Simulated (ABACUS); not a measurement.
# C (C2/m) in ABACUS: a series of runs

One crystal, C, is run at these levels: PBE; tasks: relaxation of the atoms.

Program: ABACUS 3.10.1. These are calculated values, not measurements. Logs are shortened: lines on timing, memory, paths and dates and some standing lists are left out, and cuts for length are marked.

**1. The undisturbed crystal**

It takes space group C2/m (No. 12, monoclinic). The conventional cell has a = 4.255 Å, b = 2.457 Å, c = 3.765 Å, α = 90.00°, β = 111.49°, γ = 90.00°. C (site symmetry m) is surrounded by 3 C at 1.42 Å.

This is a stacking variant of graphite.

**2. Relaxation of the atoms, PBE (cell strained by -0.06 along c)**

Contents of INPUT:

```
INPUT_PARAMETERS
suffix              C
calculation         relax
basis_type          pw
pseudo_dir          ./
symmetry            1
dft_functional      pbe
ecutwfc             82
pseudo_rcut         7
nspin               1
nbands              8
ks_solver           dav
smearing_method     fd
smearing_sigma      0.00367493
scf_thr             1e-08
scf_nmax            100
mixing_type         broyden
mixing_beta         0.7
cal_force           1
cal_stress          1
relax_nmax          60
force_thr_ev        0.01
relax_method        cg
out_stru            1
kpar                4
```

Contents of STRU:

```
ATOMIC_SPECIES
C 12.0110 C.upf

LATTICE_CONSTANT
1.8897261246

LATTICE_VECTORS
2.1101911475 -1.2282824400 0.0435079814
2.1101911475 1.2282824400 0.0435079814
-1.2963254530 0.0000000000 3.2926602739

ATOMIC_POSITIONS
Direct

C
0.0
2
0.1666444700 0.1666444700 0.9999069600 1 1 1
0.8333555300 0.8333555300 0.0000930400 1 1 1
```

Contents of KPT:

```
K_POINTS
0
Gamma
9 9 6 0 0 0
```

Potentials or basis: PseudoDojo NC SR 0.4.1 PBE standard, plane waves.

Command:

```sh
OMP_NUM_THREADS=1 mpirun -np 4 abacus > log
```

running log:

```text
ABACUS v3.10.1

               Atomic-orbital Based Ab-initio Computation at UStc

 ------------------------------------------------------------------------------------

 READING GENERAL INFORMATION
                           global_out_dir = OUT.C/
                           global_in_card = INPUT
                               pseudo_dir = ./
                              orbital_dir =
                                    DSIZE = 4
                                    GSIZE = 1

 READING UNITCELL INFORMATION
                                    ntype = 1
                  lattice constant (Bohr) = 1.88973
              lattice constant (Angstrom) = 1

 READING ATOM TYPE 1
                               atom label = C
                      L=0, number of zeta = 1
                      L=1, number of zeta = 1
                      L=2, number of zeta = 1
             number of atom for this type = 2

                        TOTAL ATOM NUMBER = 2
DIRECT COORDINATES
    atom                   x                   y                   z     mag                  vx                  vy                  vz
taud_C1            0.1666444700        0.1666444700        0.9999069600  0.0000        0.0000000000        0.0000000000        0.0000000000
taud_C2            0.8333555300        0.8333555300        0.0000930400  0.0000        0.0000000000        0.0000000000        0.0000000000

                          Volume (Bohr^3) = 116.119
                             Volume (A^3) = 17.2071

 Lattice vectors: (Cartesian coordinate: in unit of a_0)
             +2.11019            -1.22828           +0.043508
             +2.11019            +1.22828           +0.043508
             -1.29633                  +0            +3.29266
 Reciprocal vectors: (Cartesian coordinate: in unit of 2 pi/a_0)
            +0.235037           -0.407072          +0.0925346
            +0.235037           +0.407072          +0.0925346
          -0.00621139                  -0            +0.30126
 The esolver type has been set to : ksdft_pw

                PAO radial cut off (Bohr) = 7

 Read in pseudopotential file is C.upf
                     pseudopotential type = NC
          exchange-correlation functional = PBE
                 nonlocal core correction = 1
                        valence electrons = 4
                                     lmax = 1
                           number of zeta = 2
                     number of projectors = 4
                           L of projector = 0
                           L of projector = 0
                           L of projector = 1
                           L of projector = 1
     initial pseudo atomic orbital number = 8

 SETUP THE ELECTRONS NUMBER
             electron number of element C = 4
       total electron number of element C = 8
            AUTOSET number of electrons:  = 8
                           occupied bands = 4
                                   NBANDS = 8
                                   NLOCAL = 18

 SETUP THE PLANE WAVE BASIS
 energy cutoff for charge/potential (unit:Ry) = 328
            fft grid for charge/potential = [ 27, 27, 40 ]
[... 87 lines left out ...]
                       right hand lattice = 1
                        ROTATION MATRICES = 4
                               nkstot_ibz = 140
K-POINTS REDUCTION ACCORDING TO SYMMETRY
     IBZ    DIRECT_X    DIRECT_Y    DIRECT_Z  WEIGHT  ibz2bz
       1  0.00000000  0.00000000  0.00000000  0.0021       0
       2  0.11111111  0.00000000  0.00000000  0.0082       1
       3  0.22222222  0.00000000  0.00000000  0.0082       2
       4  0.33333333  0.00000000  0.00000000  0.0082       3
       5  0.44444444  0.00000000  0.00000000  0.0082       4
       6  0.11111111  0.11111111  0.00000000  0.0041      10
[... 22 lines left out ...]
      29  0.33333333  0.00000000  0.16666667  0.0082      84
      30  0.44444444  0.00000000  0.16666667  0.0082      85
[... 110 further k points ...]

                               nkstot now = 140
[... K-POINTS DIRECT COORDINATES: 140 rows ...]

           k-point number in this process = 35
       minimum distributed K point number = 35
[... stars of the k points ...]

[... K-POINTS CARTESIAN COORDINATES: 35 rows ...]

[... K-POINTS DIRECT COORDINATES: 35 rows ...]

 SETUP PLANE WAVES FOR WAVE FUNCTIONS
     energy cutoff for wavefunc (unit:Ry) = 82
              fft grid for wave functions = [ 27, 27, 40 ]
                    number of plane waves = 2107
                         number of sticks = 151

 PARALLEL PW FOR WAVE FUNCTIONS
     PROC   COLUMNS(POT)             PW
        1            151           2107
 --------------- sum -------------------
        1            151           2107

 SETUP NONLOCAL PSEUDOPOTENTIALS IN PLANE WAVE BASIS
 C non-local projectors:
 projector 1 L=0
 projector 2 L=0
 projector 3 L=1
 projector 4 L=1
      TOTAL NUMBER OF NONLOCAL PROJECTORS = 16

 Init Non-Local PseudoPotential table :
 Init Non-Local-Pseudopotential done.

                                     npwx = 1474

 Make real space PAO into reciprocal space.
       max mesh points in Pseudopotential = 701
     dq(describe PAO in reciprocal space) = 0.01
                                    max q = 1091

 number of pseudo atomic orbitals for C is 2
WARNING: norm of atomic wavefunction # 1 of atomic type C is 0.999989, renormalized
WARNING: norm of atomic wavefunction # 2 of atomic type C is 0.999518, renormalized

 -------------------------------------------
 STEP OF RELAXATION : 1
 -------------------------------------------
                                 init_chg = atomic

 PW ALGORITHM --------------- ION=   1  ELEC=   1--------------------------------

 Density error is 0.200562427322
                          Error Threshold = 0.01
----------------------------------------------------------
     Energy           Rydberg                 eV
----------------------------------------------------------
 E_KohnSham     -24.0717539658       -327.5130147890
 E_Harris       -22.7170134756       -309.0808248116
 E_Fermi        0.4305755458         5.8582808428
----------------------------------------------------------
[... 102 lines left out ...]
 -------------------------------------------
 STEP OF RELAXATION : 2
 -------------------------------------------
 NEW-OLD atomic charge density approx. for the potential !

 PW ALGORITHM --------------- ION=   2  ELEC=   1--------------------------------
 Notice: Threshold on eigenvalues was too large.
 hsover_error=0.080000 > DRHO=0.000015
 Origin diag ethr = 0.010000
 New diag ethr = 0.000000
[... 65 lines left out ...]
 -------------------------------------------
 STEP OF RELAXATION : 3
 -------------------------------------------
 first order charge density extrapolation !

 PW ALGORITHM --------------- ION=   3  ELEC=   1--------------------------------
 Notice: Threshold on eigenvalues was too large.
 hsover_error=0.080000 > DRHO=0.000090
 Origin diag ethr = 0.010000
 New diag ethr = 0.000001
[... 65 lines left out ...]
 -------------------------------------------
 STEP OF RELAXATION : 4
 -------------------------------------------
 first order charge density extrapolation !

 PW ALGORITHM --------------- ION=   4  ELEC=   1--------------------------------
 Notice: Threshold on eigenvalues was too large.
 hsover_error=0.080000 > DRHO=0.000028
 Origin diag ethr = 0.010000
 New diag ethr = 0.000000
[... 116 lines left out ...]
 Largest gradient in force is 0.009425 eV/A.
 Threshold is 0.010000 eV/A.

 Relaxation is converged!

 --------------------------------------------
 !FINAL_ETOT_IS -327.7919954114597658 eV
 --------------------------------------------
```

stdout:

```text
ABACUS v3.10.1

               Atomic-orbital Based Ab-initio Computation at UStc

 UNIFORM GRID DIM        : 27 * 27 * 40
 UNIFORM GRID DIM(BIG)   : 27 * 27 * 40
[... 82 lines left out ...]
 TOTAL-STRESS (KBAR)
----------------------------------------------------------------
       135.7029253929        -0.0000000000        -1.7267262052
        -0.0000000000        62.6183767298        -0.0000000000
        -1.7267262052         0.0000000000        34.4550987804
----------------------------------------------------------------
 TOTAL-PRESSURE: 77.592134 KBAR

 ETOT DIFF (eV)       : -0.000010
 LARGEST GRAD (eV/A)  : 0.009425
```

Wall time 25 s (4 MPI ranks of Intel Xeon Platinum 8375C at 2.90GHz (Ice Lake), shared host); peak memory 0.24 GiB.

Results:

* Free energy: -327.7920 eV
* Energy gained by relaxing: 0.1 meV/atom
* Ionic steps: 4
* Pressure after relaxing: 7.8 GPa
* Largest force after relaxing: 0.010 eV/Å
* Band gap on the k mesh: 0.37 eV, indirect (least direct gap 0.52 eV)

Forces on the atoms (eV/Å):
```
C    0.002  0.000  0.009
C   -0.002  0.000 -0.009
```

Step by step:
```
step  energy change (eV)  largest force (eV/Å)  pressure (GPa)
   1              0.0000                0.1034            7.77
   2              0.0018                0.4556            7.75
   3             -0.0001                0.0211            7.76
   4             -0.0001                0.0097            7.76
```

Final structure:
```
CELL_PARAMETERS angstrom
2.11019 -1.22828 0.04351
2.11019 1.22828 0.04351
-1.29632 0.00000 3.29266
ATOMIC_POSITIONS crystal
C 0.16674 0.16674 0.99955
C 0.83326 0.83326 0.00045
```

Levels at points of the mesh, in eV from the valence-band top:
```
           k point  band 1  band 2  band 3  band 4
(0.00, 0.00, 0.00)  -19.72   -6.52   -2.91   -2.82
(0.00, 0.00, 0.50)  -19.40   -8.58   -2.92   -2.84
```

Caveat: an odd mesh through Γ misses points on the zone boundary, where band edges often lie; this functional lacks dispersion, which binds the layers, so the pressure and a relaxed spacing across them are unreliable.

(Part 1 of 2 ends here.)
